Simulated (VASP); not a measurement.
An input for Ansatz (written as the equivalent of a VASP run, and not itself run):

Ansatz 0.2 input:
```yaml
crystal:
  lattice:
    - [0.0000000, 3.0841223, 3.0841223]
    - [3.0841223, 0.0000000, 3.0841223]
    - [3.0841223, 3.0841223, 0.0000000]
  atoms:
    - { symbol: Al, position: [0.0000000, 0.0000000, 0.0000000] }
    - { symbol: Sb, position: [0.2500000, 0.2500000, 0.2500000] }
kpoints:
  mp_grid: { grid: [8, 8, 8] }
hamiltonian:
  xc: pbesol
  pseudopotentials: { kind: paw }
scf:
  occupations: { method: gaussian, width: 0.05 }
  max_iter: 100
relax:
  max_steps: 40
  f_tol: 0.02
  cell: { p_target: 5 }
output: { forces: true, stress: true, eigenvalues: true }
```

Write the VASP files for the same calculation (PBEsol).

Several could match; the one computed here: 
**POSCAR**
```
AlSb
1
    0.0000000000     3.0841223129     3.0841223129
    3.0841223129     0.0000000000     3.0841223129
    3.0841223129     3.0841223129     0.0000000000
Al Sb
1 1
Direct
  0.0000000000   0.0000000000   0.0000000000
  0.2500000000   0.2500000000   0.2500000000
```

**KPOINTS**
```
Automatic mesh
0
Gamma
8 8 8
0 0 0
```

**INCAR**
```
# general
SYSTEM  = AlSb
PREC    = Accurate
ENCUT   = 500
LREAL   = F
LASPH   = T

# electronic loop
EDIFF   = 1E-6
NELM    = 100
ALGO    = Normal
LMAXMIX = 4

# smearing
ISMEAR  = 0
SIGMA   = 0.05

# functional
GGA     = PS

# ions
IBRION  = 2
NSW     = 40
ISIF    = 3
EDIFFG  = -0.02
PSTRESS = 50

# output
LWAVE   = F
LCHARG  = F
```

POTCAR, in this order: Al Sb (PBE.64 set). Program: vasp_std.

What does not carry over: each code has its own PAW files, so the cut-off isn't converted (ENCUT is set for VASP's; basis.ecutwfc is left out, and Ansatz then takes the one that its files recommend); Ansatz stops its SCF on the density residual and VASP on the energy change (EDIFF).

The structure was generated: AlSb was put into the zinc blende type (F-43m), which need not be its known phase. This run relaxes it under an external pressure of 5 GPa. Symmetry was kept, so distortions that lower it aren't found.
